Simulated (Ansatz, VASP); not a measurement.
**One calculation of SiC (Moissanite), two programs**

```
Si C
1.0
     3.09637    0.00000    0.00000
    -1.54819    2.68154    0.00000
     0.00000    0.00000    5.08143
Si C
2 2
Direct
  0.66667 0.33333 0.50000
  0.33333 0.66667 0.00000
  0.66667 0.33333 0.88500
  0.33333 0.66667 0.38500
```

Alike in both runs: task single point; functional r2SCAN; dispersion D3(BJ); k mesh 10 × 10 × 5; occupations fermi-dirac, width 0.05 eV; no spin polarisation.

|  | VASP | Ansatz |
| --- | --- | --- |
| version | VASP 6.6.1 | Ansatz 0.2.0 |
| potentials or method | VASP PAW PBE potentials, release 64 (Si, C) | Ansatz PAW |
| plane-wave cutoff (eV) | 520 | 500 |
| valence electrons in the cell | 16 | 16 |

|  | VASP | Ansatz | Ansatz less VASP |
| --- | --- | --- | --- |
| gap on the k mesh at the Fermi level (eV) | 2.89 | 2.88 | -0.007 |
| least direct gap on the mesh (eV) | 4.54 | 4.53 | -0.008 |
| pressure (GPa) | -6.4 | -6.3 | +0.17 |
| largest component of the traceless stress (GPa) | 2.19 | 2.23 | +0.038 |
| rms of the force components (eV/Å) | 0.428 | 0.428 | +0.0003 |
| dispersion energy (meV/atom) | -138.3 | -138.4 | -0.06 |

Atom by atom the forces differ by 0.000 eV/Å (rms over components).

Caveats: the PAW data sets were made with another functional, which shifts forces and pressure a little (VASP); an odd mesh through Γ misses points on the zone boundary, where band edges often lie (VASP); odd divisions of the mesh miss points on the zone boundary, where band edges often lie, so the gap on the mesh can be too wide (Ansatz); the PAW data sets come from PBE, with cores solved anew for the run's functional, which leaves a small shift of forces and pressure (Ansatz); the dispersion damping was fitted for another functional or another form of the correction (Ansatz). r2SCAN opens gaps a little over a GGA but as a rule still falls short of measured ones.
